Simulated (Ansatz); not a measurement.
# P: the cost of one run

Program: Ansatz 0.2.0. Level of theory: DFT PBE, scalar-relativistic, plane waves, PAW, unless a step names another level. These are calculated values, not measurements.

## Step 1: The structure to begin with

The structure is cubic, space group Pm-3m (No. 221). The conventional cell has a = 2.444 Å, b = 2.444 Å, c = 2.444 Å, α = 90.00°, β = 90.00°, γ = 90.00°. Around P (site symmetry m-3m) lie 6 P at 2.44 Å.

Structure file:

```cif
data_structure
_symmetry_space_group_name_H-M 'Pm-3m'
_symmetry_Int_Tables_number 221
_cell_length_a 2.4445
_cell_length_b 2.4445
_cell_length_c 2.4445
_cell_angle_alpha 90.000
_cell_angle_beta 90.000
_cell_angle_gamma 90.000
_cell_volume 14.61
loop_
_atom_site_label
_atom_site_type_symbol
_atom_site_symmetry_multiplicity
_atom_site_Wyckoff_symbol
_atom_site_fract_x
_atom_site_fract_y
_atom_site_fract_z
_atom_site_occupancy
P1 P 1 a 0.00000 0.00000 0.00000 1
```

The cell was relaxed beforehand at this level, from a database cell with other species swapped in; it needn't be the stable form of this composition. At a tolerance of 0.05 Å it has space group Pm-3m (No. 221); it has 14.61 Å³/atom, an uncorrected energy of +0.09 eV/atom over the standard state.

## Step 2: Electronic structure at the relaxed geometry

Contents of input.yaml:

```yaml
crystal:
  lattice:
    - [2.444487414, 0.0, 0.0]
    - [0.0, 2.444487414, 0.0]
    - [0.0, 0.0, 2.444487414]
  atoms:
    - { symbol: P, position: [0.0, 0.0, 0.0] }
basis:
  ecutwfc: 420
kpoints:
  mp_grid: { grid: [22, 22, 22] }
  band_path:
    path:
      - [[0.0, 0.0, 0.0], [0.0, 0.5, 0.0], [0.5, 0.5, 0.0], [0.0, 0.0, 0.0], [0.5, 0.5, 0.5], [0.0, 0.5, 0.0]]
      - [[0.5, 0.5, 0.5], [0.5, 0.5, 0.0]]
    npoints: 14
hamiltonian:
  xc: pbe
scf:
  occupations: { method: gaussian, width: 0.1 }
  n_extra_bands: 6
output:
  forces: true
  stress: true
  eigenvalues: true
  populations: true
  dos: { projected: true, de: 0.02, nscf_kmesh: { grid: [27, 27, 27] } }
  bader: true
  write_density: true
  write_potential: true
  elf: true
  volumetric_format: npy
```

The run is started by

```console
> ansatz run input.yaml --threads 1 --pin off --max-ram 2560MiB --backend cpu --events-out ev --progress --plain --runs-dir out
```

**Question.** How long does this run take on 1 thread of Arm Neoverse V2, shared host, and how much memory does it need?

About 8.4 s, with a peak of 0.31 GiB.
